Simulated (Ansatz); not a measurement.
Ansatz input file:

```yaml
crystal:
  lattice:
    - [3.358856601, 0.0, 0.0]
    - [-1.6794283005, 2.9088551441, 0.0]
    - [0.0, 0.0, 5.5242797378]
  atoms:
    - { symbol: Ti, position: [0.0, 0.0, 0.0], spin: 1.0 }
    - { symbol: S, position: [0.3333333333, 0.6666666667, 0.2586983809] }
    - { symbol: S, position: [0.6666666667, 0.3333333333, 0.7413016191] }
basis:
  ecutwfc: 500
kpoints:
  mp_grid: { grid: [12, 12, 8] }
  band_path:
    path:
      - [[0.0, 0.0, 0.0], [0.5, 0.0, 0.0], [0.33333333, 0.33333333, 0.0], [0.0, 0.0, 0.0], [0.0, 0.0, 0.5], [0.5, 0.0, 0.5], [0.33333333, 0.33333333, 0.5], [0.0, 0.0, 0.5]]
      - [[0.5, 0.0, 0.5], [0.5, 0.0, 0.0]]
      - [[0.33333333, 0.33333333, 0.5], [0.33333333, 0.33333333, 0.0]]
    npoints: 14
hamiltonian:
  xc: r2scan
scf:
  occupations: { method: gaussian, width: 0.1 }
  n_extra_bands: 7
output:
  forces: true
  stress: true
  eigenvalues: true
  populations: true
  dos: { projected: true, de: 0.02, nscf_kmesh: { grid: [18, 18, 12] } }
  bader: true
  write_density: true
  write_potential: true
  elf: true
  volumetric_format: npy
magnetization:
  spin_polarized: true
```

Launched with
```bash
ansatz run input.yaml --threads 1 --pin off --max-ram 2560MiB --backend cpu --events-out ev --progress --plain --runs-dir out
```

The calculation used Ansatz 0.2.0, DFT r2SCAN, scalar-relativistic, plane waves, PAW.

Part of what the program printed, abridged:

```
scf.n_extra_bands = 7 over 12 filled bands (N_el = 24.0): the run solves 19 bands
Pseudopotentials: kind: paw
Pseudopotential: Ti, paw, valence charge 12, recommended cutoff 500 eV (meta_gga)
Pseudopotential: S, paw, valence charge 6, recommended cutoff 500 eV (meta_gga)
Functional definition: r2SCAN
Crystal: 3 atoms, lattice volume = 53.975 Å³
Basis set: ecut = 500 eV, 1365 PW (Γ), exchange–correlation on 100×100×180 points (64 copies of the dense FFT grid, shifted against one another)
Bands: 19, of which v1, the nominal top of the filled ones, is band 12 counted from 1 (11 counted from 0)
Symmetry: 12 space group operations
Space group: P-3m1 (ITA 164), of the structure as read, at distance tolerance 3.8e-5 Å
Magnetic group: BNS 164.85 (UNI 1315), of the structure as read, at distance tolerance 3.8e-5 Å
k-points: 131 of 1152
Initial density: superposition of atomic densities (chi_scale 0.1, normalization cell, long waves kept (reshape's long-wave potential 0.03 eV rms))
Starting moments: Σ|m| = 1 μB on 1 of 3 sites
Initial wavefunctions: pseudopotential atomic-orbital guess
Functional: x = r2scan, c = r2scan; τ floored in thin density (d = 2e-4 eV/Å³)
SCF iter   1: F=—  HF=-4320.811259 eV  |F-HF|=—  |Δ(HF+E_count)|=         —  Δρ=4.32e-2 (↑4.32e-2 ↓2.61e-2) dr2=2.30e0  dr2_τ=3.26e-2  dr2_m=2.28e-1  M=0.031 μB ∫|m|=0.625 μB  β_m=0.31  ethr=3.10e-3  ⟨swp⟩=5.2  Hψ=26906  notcnv=0
Mixer restart at iter 1: flushing history
spin=Collinear: Kerker preconditioning applied to the charge; magnetization (m = ρ↑ − ρ↓) channel mixes plain (no charge-response kernel on spin).
SCF iter   2: F=—  HF=-4320.539920 eV  |F-HF|=—  |Δ(HF+E_count)|=   2.71e-1  Δρ=2.86e-2 (↑2.86e-2 ↓2.03e-2) dr2=1.26e0  dr2_τ=2.70e-3  dr2_m=1.16e-1  M=0.024 μB ∫|m|=0.603 μB  β_m=0.32  ethr=3.10e-3  ⟨swp⟩=2.3  Hψ=9117  notcnv=0  defer=514  κ⁻¹=1.0e0(r=1)
SCF iter   3: F=—  HF=-4320.384269 eV  |F-HF|=—  |Δ(HF+E_count)|=   1.56e-1  Δρ=1.27e-2 (↑7.64e-3 ↓1.27e-2) dr2=4.87e-1  dr2_τ=1.20e-3  dr2_m=1.46e-2  M=0.020 μB ∫|m|=0.464 μB  β_m=0.36  ethr=3.10e-3  ⟨swp⟩=2.2  Hψ=8136  notcnv=0  defer=514  κ⁻¹=2.8e-2(r=2)
SCF iter   4: F=—  HF=-4320.426363 eV  |F-HF|=—  |Δ(HF+E_count)|=   4.21e-2  Δρ=8.74e-3 (↑5.59e-3 ↓8.74e-3) dr2=2.73e-1  dr2_τ=3.27e-4  dr2_m=8.44e-3  M=0.016 μB ∫|m|=0.387 μB  β_m=0.30  ethr=2.03e-3  ⟨swp⟩=2.0  Hψ=6348  notcnv=0  defer=515  κ⁻¹=2.2e-2(r=3)
SCF iter   5: F=—  HF=-4320.393337 eV  |F-HF|=—  |Δ(HF+E_count)|=         —  Δρ=5.48e-3 (↑5.48e-3 ↓3.86e-3) dr2=2.44e-2  dr2_τ=4.65e-4  dr2_m=3.69e-3  M=0.000 μB ∫|m|=0.092 μB  β_m=0.30  ethr=1.14e-3  ⟨swp⟩=2.4  Hψ=7935  notcnv=0  defer=515
Mixer restart at iter 5: flushing history
SCF iter   6: F=—  HF=-4320.410607 eV  |F-HF|=—  |Δ(HF+E_count)|=   1.73e-2  Δρ=4.38e-3 (↑4.38e-3 ↓2.85e-3) dr2=1.59e-2  dr2_τ=2.10e-4  dr2_m=2.30e-3  M=0.000 μB ∫|m|=0.076 μB  β_m=0.32  ethr=1.02e-4  ⟨swp⟩=2.0  Hψ=7852  notcnv=0  defer=514  κ⁻¹=1.0e0(r=1)
SCF iter   7: F=—  HF=-4320.434999 eV  |F-HF|=—  |Δ(HF+E_count)|=   2.44e-2  Δρ=1.33e-3 (↑1.33e-3 ↓9.78e-4) dr2=2.52e-3  dr2_τ=3.29e-5  dr2_m=1.47e-4  M=0.001 μB ∫|m|=0.024 μB  β_m=0.33  ethr=6.63e-5  ⟨swp⟩=2.0  Hψ=9434  notcnv=0  defer=518  κ⁻¹=8.7e-3(r=2)
SCF iter   8: F=—  HF=-4320.434790 eV  |F-HF|=—  |Δ(HF+E_count)|=   2.09e-4  Δρ=8.24e-4 (↑8.24e-4 ↓6.02e-4) dr2=1.05e-3  dr2_τ=1.48e-5  dr2_m=5.42e-5  M=0.001 μB ∫|m|=0.015 μB  β_m=0.32  ethr=1.05e-5  ⟨swp⟩=1.5  Hψ=5992  notcnv=0  defer=519  κ⁻¹=5.9e-3(r=3)
SCF iter   9: F=—  HF=-4320.434417 eV  |F-HF|=—  |Δ(HF+E_count)|=   3.73e-4  Δρ=2.20e-4 (↑1.96e-4 ↓2.20e-4) dr2=1.06e-4  dr2_τ=1.86e-6  dr2_m=6.29e-7  M=0.000 μB ∫|m|=0.001 μB  β_m=0.31  ethr=4.39e-6  ⟨swp⟩=2.1  Hψ=7511  notcnv=0  defer=520  κ⁻¹=4.4e-3(r=4)
SCF iter  10: F=—  HF=-4320.434542 eV  |F-HF|=—  |Δ(HF+E_count)|=   1.25e-4  Δρ=2.06e-4 (↑1.79e-4 ↓2.06e-4) dr2=1.18e-4  dr2_τ=1.39e-6  dr2_m=3.84e-7  M=0.000 μB ∫|m|=0.001 μB  β_m=0.31  ethr=4.43e-7  ⟨swp⟩=1.0  Hψ=4994  notcnv=0  defer=520  κ⁻¹=1.5e-4(r=5)
SCF iter  11: F=—  HF=-4320.434755 eV  |F-HF|=—  |Δ(HF+E_count)|=   2.13e-4  Δρ=2.13e-4 (↑1.78e-4 ↓2.13e-4) dr2=1.31e-4  dr2_τ=1.38e-6  dr2_m=5.93e-7  M=0.000 μB ∫|m|=0.001 μB  β_m=0.31  ethr=4.43e-7  ⟨swp⟩=2.3  Hψ=6832  notcnv=0  defer=520  κ⁻¹=1.3e-5(r=6)
SCF iter  12: F=—  HF=-4320.434782 eV  |F-HF|=—  |Δ(HF+E_count)|=   2.67e-5  Δρ=1.30e-4 (↑9.48e-5 ↓1.30e-4) dr2=3.17e-5  dr2_τ=2.73e-7  dr2_m=1.19e-6  M=0.000 μB ∫|m|=0.001 μB  β_m=0.30  ethr=4.43e-7  ⟨swp⟩=2.0  Hψ=7869  notcnv=0  defer=520  κ⁻¹=5.7e-6(r=7)
SCF iter  13: F=—  HF=-4320.434812 eV  |F-HF|=—  |Δ(HF+E_count)|=   3.00e-5  Δρ=1.01e-4 (↑1.01e-4 ↓4.98e-5) dr2=3.07e-5  dr2_τ=1.48e-7  dr2_m=4.91e-7  M= 0.000 μB ∫|m|=0.001 μB  β_m=0.36  ethr=1.32e-7  ⟨swp⟩=2.1  Hψ=7192  notcnv=0  defer=520  κ⁻¹=3.5e-6(r=8)
SCF iter  14: F=—  HF=-4320.434809 eV  |F-HF|=—  |Δ(HF+E_count)|=   3.27e-6  Δρ=3.97e-5 (↑3.97e-5 ↓1.20e-5) dr2=2.51e-6  dr2_τ=1.70e-8  dr2_m=1.40e-7  M= 0.000 μB ∫|m|=0.001 μB  β_m=0.31  ethr=1.28e-7  ⟨swp⟩=1.1  Hψ=5012  notcnv=0  defer=520  κ⁻¹=1.7e-6(r=8)
SCF iter  15: F=—  HF=-4320.434808 eV  |F-HF|=—  |Δ(HF+E_count)|=   3.70e-7  Δρ=3.33e-5 (↑1.87e-5 ↓3.33e-5) dr2=2.69e-6  dr2_τ=1.96e-8  dr2_m=3.21e-8  M= 0.000 μB ∫|m|=0.000 μB  β_m=0.30  ethr=1.05e-8  ⟨swp⟩=2.0  Hψ=7868  notcnv=0  defer=520  κ⁻¹=1.1e-5(r=8)
SCF iter  16: F=—  HF=-4320.434808 eV  |F-HF|=—  |Δ(HF+E_count)|=   8.20e-9  Δρ=5.05e-6 (↑5.05e-6 ↓2.81e-6) dr2=1.61e-8  dr2_τ=5.72e-10  dr2_m=4.08e-9  M= 0.000 μB ∫|m|=0.000 μB  β_m=0.30  ethr=1.05e-8  ⟨swp⟩=2.9  Hψ=8066  notcnv=0  defer=520  κ⁻¹=6.7e-6(r=8)
SCF iter  17: F=—  HF=-4320.434808 eV  |F-HF|=—  |Δ(HF+E_count)|=   4.70e-9  Δρ=2.11e-6 (↑2.11e-6 ↓1.86e-6) dr2=7.99e-9  dr2_τ=1.12e-10  dr2_m=3.46e-10  M=0.000 μB ∫|m|=0.000 μB  β_m=0.30  ethr=6.71e-11  ⟨swp⟩=2.4  Hψ=7578  notcnv=0  defer=520  κ⁻¹=2.4e-6(r=8)
SCF iter  18: F=—  HF=-4320.434808 eV  |F-HF|=—  |Δ(HF+E_count)|=  2.25e-10  Δρ=1.18e-6 (↑1.18e-6 ↓1.14e-6) dr2=2.23e-9  dr2_τ=5.28e-11  dr2_m=7.85e-11  M=0.000 μB ∫|m|=0.000 μB  β_m=0.31  ethr=3.33e-11  ⟨swp⟩=2.0  Hψ=8146  notcnv=0  defer=520  κ⁻¹=2.9e-7(r=8)
SCF iter  19: F=-4320.434808 eV  HF=-4320.434808 eV  |F-HF|=2.01e-9  |Δ(HF+E_count)|=  9.85e-10  Δρ=7.93e-7 (↑7.10e-7 ↓7.93e-7) dr2=2.28e-9  dr2_τ=1.42e-11  dr2_m=1.73e-11  M= 0.000 μB ∫|m|=0.000 μB  ethr=9.31e-12  ⟨swp⟩=11.1  Hψ=31275  notcnv=0
SCF 1 converged in 19 iterations: F = -4320.434808 eV  dr2 = 2.28e-9
WARN: the starting moments were not kept: the SCF closed with an absolute magnetisation of 5.5e-6 μB, where they sum to 1 μB in size (1 site). That is at most 0.1 of that sum. Measured as dr2_m measures the in/out step, that magnetisation stands 5.0e-12 eV from none, at or under the dr2_threshold of 1.0e-7 eV: it is no larger than a step whose dr2_m would equal this threshold. The system may hold no moment; this SCF shows only that its start led to no more than that. To try another start: raise the starting moments (crystal.atoms[].spin, magnetization.per_species, magnetization.initial_magnetization, or on a non-collinear deck that types none of these the spinor_matrix: blocks that start its ...
this state was not tested for a lower state beside it, because the mixer in use, unlike msr1, does not test its closes by its own steps (another_mixer; see scf.mixing.algorithm and scf.lower_state_search)
SCF converged after 19 iterations
Magnetization:  0.0000 μB (12.0000 up, 12.0000 down)
Absolute magnetization: 0.0000 μB (∫|ρ↑−ρ↓|, with the PAW one-centre terms)
Spin contamination: 0.0000 ħ² per cell (⟨S²⟩ above its minimum at these occupations)
Per-site moments (μB) at R_I (Å): [(2.00904296e-6, 0.99369097), (-1.17630913e-6, 0.99369097), (-1.17630913e-6, 0.99369097)]
Free energy (F): -4320.434808 eV
Harris-Foulkes:  -4320.434808 eV  (|F-HF|=2.01e-9)
Internal energy: -4320.433136 eV  (E = F + TS)
E sigma→0 (E₀):  -4320.433972 eV
Entropy (-TS):   -0.001673 eV (-0.558 meV/atom)
Fermi energy:    8.629637 eV
--- Per-component energies (eV) ---
  E_band       = -215.222948
  E_kinetic    = 487.174712
  E_local      = -1468.446741  (includes V_loc(G=0)·N_el)
  E_nonlocal   = 61.699166
  E_hartree    = 599.234043
  E_xc         = -278.185559
  E_vxc        = -323.955946  (∫ρ·V_xc dr)
  E_paw        = -2274.386314  (= ΣΔE_a)
  E_vpaw       = -188.020427  (= ΣTr[D̂ρ^β])
  E_aug_tail   = 0.000096  (compensation charges beyond the density's cutoff)
  E_vtau       = 17.856263  (kinetic-family band-sum trace: ∫τ·v_τ [+ j·A + Jᵃ·Aᵃ] dr)
  E_ewald      = -1447.049548
  E_core_change = -0.472991  (= ΣΔE_core)
  E_smearing   = -0.001673  (= −TS)
--- Forces (eV/Å), atoms counted from 1 ---
  atom   1  Ti     0.00000000     0.00000000     0.00000000
  atom   2  S      0.00000000     0.00000000    -0.22847255
  atom   3  S      0.00000000     0.00000000     0.22847255
--- Stress (GPa, compression-positive) ---
        4.002360       0.000000       0.000000
        0.000000       4.002360       0.000000
        0.000000       0.000000       2.431084
  P = ⅓ Tr σ = 3.4786 GPa (34.786 kbar)
--- Band table (eV; the first three rows and the last of 262) ---
  k-point 0 ↑: bands = ["-51.4518", "-26.6238", "-26.5704", "-26.5704", "-6.1445", "-4.1632", "2.6634", "5.5793", "5.5793", "8.6691", "8.6691", "8.6801", "9.2342", "9.2342", "9.6279", "12.1872", "12.1872", "15.1795", "16.7263"]
  k-point 1 ↑: bands = ["-51.4518", "-26.6238", "-26.5703", "-26.5703", "-6.0939", "-4.2621", "2.8508", "5.5887", "5.5887", "8.2065", "8.6277", "8.6277", "9.2314", "9.2314", "9.8781", "12.2509", "12.2509", "15.2456", "16.9494"]
  k-point 2 ↑: bands = ["-51.4518", "-26.6239", "-26.5703", "-26.5703", "-5.9484", "-4.5182", "3.3684", "5.6121", "5.6121", "7.3174", "8.5321", "8.5321", "9.2231", "9.2231", "10.1658", "12.4045", "12.4045", "15.4436", "17.4533"]
  k-point 130 ↓: bands = ["-51.4348", "-26.6782", "-26.6782", "-26.5868", "-3.9905", "-3.9905", "3.7640", "3.7640", "4.5198", "5.1141", "6.1660", "6.1660", "10.0614", "10.2498", "10.2498", "12.5670", "12.5670", "16.9125", "16.9125"]
--- Löwdin populations: 3 sites ---
  site symbol q [e]    m [muB]
     0     Ti     11.1791     0.0000
     1      S      6.3313     0.0000
     2      S      6.3313     0.0000
  spilling = 0.006600 (of n_electrons = 24.000000)
--- Bader charges: 3 sites ---
  site symbol charge [e]  shift [e]    m [muB]
     0     Ti      1.8346     0.0010     0.0000
     1      S     -0.9173     0.0005     0.0000
     2      S     -0.9173     0.0005     0.0000
  estimated error of the sums over rays = 5.4e-4 e
```

The run converged.

The run took 2.5 min on 1 thread of Arm Neoverse V1, on a shared host, peak memory 0.74 GiB.

The cell holds layers, and r2SCAN describes their binding at middle range but leaves out its long-range dispersion part.